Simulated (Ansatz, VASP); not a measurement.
**GdO: VASP beside Ansatz**

The input INCAR:

```
ALGO = Normal
EDIFF = 1E-6
ENCUT = 520
GGA = PS
ISIF = 2
ISMEAR = 0
ISPIN = 2
LASPH = True
LCHARG = False
LDAU = True
LDAUJ = 0 0
LDAUL = 3 -1
LDAUPRINT = 1
LDAUTYPE = 2
LDAUU = 4 0
LMAXMIX = 6
LORBIT = 11
LREAL = False
LWAVE = False
MAGMOM = 7.7 0.01
NBANDS = 23
NELM = 150
PREC = Accurate
SIGMA = 0.05
```

The input KPOINTS:

```
k-points
0
Gamma
  6 6 6
```

POSCAR

```
GdO
1.0
    0.0000000000      2.7000000000      2.7000000000
    2.7000000000      0.0000000000      2.7000000000
    2.7000000000      2.7000000000      0.0000000000
Gd O
1 1
Direct
    0.0000000000      0.0000000000      0.0000000000
    0.2500000000      0.2500000000      0.2500000000
```

Input for Ansatz:

```yaml
crystal:
  lattice:
    - [0.0, 2.7, 2.7]
    - [2.7, 0.0, 2.7]
    - [2.7, 2.7, 0.0]
  atoms:
    - { symbol: Gd, position: [0.0, 0.0, 0.0], spin: 6.0 }
    - { symbol: O, position: [0.25, 0.25, 0.25] }
basis:
  ecutwfc: 420
  ecutrho_ratio: 4
kpoints:
  mp_grid: { grid: [6, 6, 6] }
hamiltonian:
  xc: pbesol
  hubbard:
    sites:
      - { site: 0, l: f, u_eff: 4.0, starting_ns: [{ spin: up, occupation_matrix: s0up }, { spin: down, occupation_matrix: s0down }] }
    occupation_matrices:
      s0up:
        matrix:
          - [0.97, 0.0, 0.0, 0.0, 0.0, 0.0, 0.0]
          - [0.0, 0.97, 0.0, 0.0, 0.0, 0.0, 0.0]
          - [0.0, 0.0, 0.97, 0.0, 0.0, 0.0, 0.0]
          - [0.0, 0.0, 0.0, 0.97, 0.0, 0.0, 0.0]
          - [0.0, 0.0, 0.0, 0.0, 0.97, 0.0, 0.0]
          - [0.0, 0.0, 0.0, 0.0, 0.0, 0.97, 0.0]
          - [0.0, 0.0, 0.0, 0.0, 0.0, 0.0, 0.97]
      s0down:
        matrix:
          - [0.09387, 0.0897, -0.14775, 0.04749, -0.07387, 0.13983, -0.08707]
          - [0.0897, 0.12893, -0.17941, 0.05767, -0.0897, 0.1698, -0.10572]
          - [-0.14775, -0.17941, 0.3155, -0.09498, 0.14775, -0.27967, 0.17413]
          - [0.04749, 0.05767, -0.09498, 0.05053, -0.04749, 0.08989, -0.05597]
          - [-0.07387, -0.0897, 0.14775, -0.04749, 0.09387, -0.13983, 0.08707]
          - [0.13983, 0.1698, -0.27967, 0.08989, -0.13983, 0.28468, -0.1648]
          - [-0.08707, -0.10572, 0.17413, -0.05597, 0.08707, -0.1648, 0.12261]
    ns_hold: { iters: 12 }
scf:
  occupations: { method: gaussian, width: 0.05 }
  lower_state_search: "off"
  max_iter: 150
output:
  forces: true
  stress: true
  eigenvalues: true
  populations: true
  hubbard: { sites: [{ site: 0, l: f }] }
magnetization:
  spin_polarized: true
```

Alike in both runs: task single point; functional PBEsol; k mesh 6 × 6 × 6; occupations gaussian, width 0.05 eV; collinear spin; Hubbard terms Gd f U = 4.0 eV.

```csv
,VASP,Ansatz
version,VASP 6.6.1,Ansatz 0.2.0
potentials or method,"VASP PAW PBE potentials, release 64 (Gd, O)","scalar-relativistic, plane waves, PAW"
plane-wave cutoff (eV),520,420
valence electrons in the cell,24,24
```

|  | VASP | Ansatz | Ansatz less VASP |
| --- | --- | --- | --- |
| gap on the k mesh at the Fermi level (eV) | none | none | - |
| pressure (GPa) | -4.0 | -4.1 | -0.16 |
| net moment per atom (μB) | 3.93 | 3.93 | 0.000 |
| size of the moment on the site where the two differ most (μB) | 7.06 | 7.00 | -0.059 |

Site moments also hang on the region over which each program counts them. The programs project onto different local orbitals, so the same U acts differently. A gap of «none» marks a metal or a gap that the smearing closes. Ansatz warned: «filled_band_counts_differ_across_k_points».

Caveats: the PAW data sets were made with another functional, which shifts forces and pressure a little (VASP); spin-orbit coupling is left out, which moves the levels of the heavy elements; a cell with one magnetic atom can't hold antiferromagnetic order, which such compounds often take. The state reached can hang on the start; a lower one may exist.
